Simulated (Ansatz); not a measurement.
**TaN: enthalpy against pressure**

TaN, P6/mmm, a = 5.239 Å, c = 2.905 Å. This isn't the usual stable structure of the compound. Ansatz: r2SCAN, PAW, 500 eV, Γ-centred 12×12×12 mesh on 6 atoms, Gaussian smearing 0.10 eV; no spin polarisation. Cell and atoms are relaxed at each pressure, and no other structure is tried, so the rows at high pressure may lie past a change of phase. y is the enthalpy over the state at zero pressure; there V0 = 11.509 Å³/atom. The pressures are the targets, met within 0.05 GPa.

| P (GPa) | y (eV/atom) |
| --- | --- |
| -3.0 | -0.2166 |
| 0.0 | 0.0000 |
| 3.0 | 0.2144 |
| 8.0 | ? |
| 15.0 | 1.0525 |
| 30.0 | 2.0616 |
| 60.0 | 3.9767 |

**Question.** Fit y = c1 P + c2 P² + c3 P³ to the other rows, say what c1 and c2 mean, and predict the missing value.

**Answer.** Least squares on the rows shown. y = 0.071792 P − 0.00011302 P² + 3.5216×10⁻⁷ P³. Since dH/dP = V, c1 is V0: 0.071792 eV/GPa × 160.2 = 11.501 Å³ against 11.509; c2 = −V0/(2B0) gives B0 = 318 GPa, where a Birch–Murnaghan fit to the volumes of the same runs (not shown) gives 298 GPa: a cubic over this range folds the higher terms into c2. At P = 8.0 the fit asked for gives 0.5673 eV/atom. The run gave 0.5673 eV/atom, the same to the digits shown.

Spin–orbit coupling is left out, which can shift energies with elements as heavy as these.